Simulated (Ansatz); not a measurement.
# AlN: the cost of one run

Computed with Ansatz 0.2.0 (DFT PBEsol, scalar-relativistic, plane waves, PAW, unless a step's input says otherwise).

4 further runs of the same task are left out: 4 set aside as unsound or not needed.

### 1 The starting structure

The structure is cubic, space group F-43m (No. 216). Conventional cell: a = 4.378 Å, b = 4.378 Å, c = 4.378 Å, α = 90.00°, β = 90.00°, γ = 90.00°. Around Al (site symmetry -43m) lie 4 N at 1.90 Å. N (site symmetry -43m) has 4 Al at 1.90 Å as nearest neighbours.

Structure file:

```cif
data_structure
_symmetry_space_group_name_H-M 'P 1'
_symmetry_Int_Tables_number 1
_cell_length_a 3.0955
_cell_length_b 3.0955
_cell_length_c 3.0955
_cell_angle_alpha 60.000
_cell_angle_beta 60.000
_cell_angle_gamma 60.000
_cell_volume 20.97
loop_
_atom_site_label
_atom_site_type_symbol
_atom_site_fract_x
_atom_site_fract_y
_atom_site_fract_z
_atom_site_occupancy
Al1 Al 0.00000 0.00000 0.00000 1
N1 N 0.75000 0.75000 0.75000 1
```

It goes back to an entry of the Materials Project, which need not be the stable form.

It is the result of an earlier relaxation at this level (volume 10.49 Å³/atom; gap on the mesh: 3.19 eV).

### 2 Relaxing at 40 GPa

At a set pressure the run lowers the enthalpy E + PV, so the energy alone may rise along the way.

Contents of input.yaml:

```yaml
crystal:
  lattice:
    - [0.0, 2.1888400046, 2.1888400046]
    - [2.1888400046, 0.0, 2.1888400046]
    - [2.1888400046, 2.1888400046, 0.0]
  atoms:
    - { symbol: Al, position: [0.0, 0.0, 0.0] }
    - { symbol: "N", position: [0.75, 0.75, 0.75] }
basis:
  ecutwfc: 420
kpoints:
  mp_grid: { grid: [10, 10, 10] }
hamiltonian:
  xc: pbesol
scf:
  occupations: { method: fixed }
output:
  forces: true
  stress: true
  eigenvalues: true
relax:
  adjacent_minimum: "off"
  f_tol: 0.001
  max_steps: 60
  cell: { stress_tol: 0.02, p_target: 40.0 }
```

On the command line:

```bash
$ ansatz run input.yaml --threads 1 --pin off --max-ram 3072MiB --backend cpu --events-out ev --progress --plain --runs-dir out
```

**Question.** How long does this run take on 1 thread of Intel Xeon Platinum 8488C (Sapphire Rapids), shared host, and how much memory does it need?

About 7 s, with a peak of 0.34 GiB.
